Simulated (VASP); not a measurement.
Wanted: the native input for a VASP 6.6.1 run.

```yaml
Task: relaxation of cell and atoms
Functional: PBE
Dispersion: D3(BJ)
Potentials_or_basis: VASP PAW PBE potentials, release 64 (Zr_sv, N)
Cutoff: 600 eV
k_mesh: 14 × 14 × 14
Occupations: methfessel-paxton, width 0.1 eV
Spin: no spin polarisation
Further_INCAR_settings: ALGO = Normal; EDIFF = 1e-06; IBRION = 2; EDIFFG = -0.01; NSW = 90; ISIF = 3
```

The structure of ZrN lies in POSCAR:

```
ZrN
1.0
    0.0000000000      2.3000000000      2.3000000000
    2.3000000000      0.0000000000      2.3000000000
    2.3000000000      2.3000000000      0.0000000000
Zr N
1 1
Direct
    0.5000000000      0.5000000000      0.5000000000
    0.0000000000      0.0000000000      0.0000000000
```

These files were run (other wordings do the same):

INCAR

```
SYSTEM = ZrN
PREC     = Accurate       ! precision mode
ENCUT    = 600            ! plane-wave cutoff, eV
EDIFF    = 1E-6           ! SCF threshold, eV
ISMEAR   = 1              ! smearing method
SIGMA    = 0.1            ! smearing width, eV
LREAL    = .False.        ! projectors in reciprocal space
LASPH    = .True.         ! aspherical terms in the spheres
NELM     = 80             ! most SCF steps
ALGO     = Normal         ! electronic algorithm
ISIF     = 3              ! what is computed and relaxed
LWAVE    = .False.        ! write WAVECAR
LCHARG   = .False.        ! write CHGCAR
GGA      = PE             ! functional
IVDW     = 12             ! dispersion correction
IBRION   = 2              ! ionic algorithm
NSW      = 90             ! ionic steps
EDIFFG   = -0.01          ! ionic threshold
```

KPOINTS

```
Automatic mesh
0
Gamma
  14 14 14
  0 0 0
```

Potentials or basis: VASP PAW PBE potentials, release 64 (Zr_sv, N).

Run with:

```sh
$ cat potpaw_PBE.64/Zr_sv/POTCAR potpaw_PBE.64/N/POTCAR > POTCAR
$ mpirun -np 1 vasp_std > vasp.out
```

It gave:

The relaxed volume is 11.86 Å³/atom and the relaxed cell is a = 3.225 Å, b = 3.225 Å, c = 3.225 Å, α = 60.00°, β = 60.00°, γ = 60.00°. The space group after relaxing (to 0.05 Å) is Fm-3m (No. 225), the energy gained by relaxing is 6.5 meV/atom and the ionic steps are 3. The pressure after relaxing is -0.1 GPa. The band gap on the k mesh is none (metal or under the smearing width). The dispersion energy per atom is -0.433 eV.

Caveat: pairwise dispersion overbinds metals, which lowers pressure and volume.

Wall time 85 s on 1 thread of Intel(R) Xeon(R) Platinum 8488C (Sapphire Rapids), with other jobs on the host, peak memory 0.2 GiB.
